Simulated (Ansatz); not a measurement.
## Si: single point with HSE06 form with a typed share of exact exchange

Crystal: Si.

```xyz
1
Lattice="-1.6269 1.6269 1.3203 1.6269 -1.6269 1.3203 1.6269 1.6269 -1.3203" Properties=species:S:1:pos:R:3 pbc="T T T"
Si    0.0000    0.0000    0.0000
```

This isn't the form of Si at room conditions, which is diamond.

```
Program             : Ansatz 0.2.0
Task                : single point
Functional          : HSE06 form with a typed share of exact exchange
Potentials or basis : Ansatz PAW
Cutoff              : 420 eV (not typed: the program's choice for these potentials)
k mesh              : 7 × 7 × 7
Occupations         : fermi-dirac, width 0.05 eV
Spin                : no spin polarisation
```

| Quantity | Value |
| --- | --- |
| Pressure | 2.6 GPa |
| Band gap on the k mesh | none (metal or under the smearing width) |

Stress tensor (GPa, compression positive):
```
 4.91  0.00  0.00
 0.00  4.91  0.00
 0.00  0.00 -2.07
```

Levels at points of the mesh, in eV from the Fermi level:
```tsv
k point	band 1	band 2	band 3	band 4	band 5	band 6
(0.00, 0.00, 0.00)	-15.85	9.81	10.55	10.55	13.36	14.54
```

Run time: 4.8 s on 2 threads of AMD EPYC 7R13 Processor (Zen 3) (shared host), peak memory 0.54 GiB.

Caveat: the k mesh is coarse (spacing up to 0.44 Å⁻¹), so the values aren't converged, least of all with exact exchange; the PAW data sets come from PBE, with cores solved anew for the run's functional, which leaves a small shift of forces and pressure; the thresholds are loose for stress.
